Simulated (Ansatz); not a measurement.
The system is NiO.

```
Ni O
1.0
     0.00000    2.08590    2.08590
     2.08590    0.00000    2.08590
     2.08590    2.08590    0.00000
Ni O
1 1
Direct
  0.00000 0.00000 0.00000
  0.50000 0.50000 0.50000
```

Base run:

| Property | Result |
| --- | --- |
| Program | Ansatz 0.2.0 |
| Functional | PBE |
| Potentials or basis | Ansatz PAW |
| Cutoff | 420 eV (not typed: the program's choice for these potentials) |
| k mesh | 11 × 11 × 11 |
| Occupations | fermi-dirac, width 0.05 eV |
| Spin | collinear spin, ferromagnetic start |
| Starting moments | [1.0, 0.0] μB |
| Hubbard terms | Ni d U = 6 eV |

Its results: band gap on the k mesh 2.16 eV, indirect (least direct gap 2.84 eV); pressure 14.1 GPa; net moment 2.00 μB per cell; site moments Ni +1.72; O +0.21 μB.

Q: The run is repeated on the same cell with these changes: hubbard terms from Ni d U = 6 eV to Ni d U = 8 eV. What comes out?

A: Band gap on the k mesh 2.44 eV, indirect (least direct gap 3.65 eV); pressure 16.2 GPa; net moment 2.00 μB per cell; site moments Ni +1.75; O +0.17 μB.

Caveats: the magnetic or orbital state may not be the lowest; odd divisions of the mesh miss points on the zone boundary, where band edges often lie, so the gap on the mesh can be too wide; a cell with one magnetic atom can't hold antiferromagnetic order, which such compounds often take; the density of states is complete only up to the lowest level of the last band computed.

A k mesh can miss the band edges.
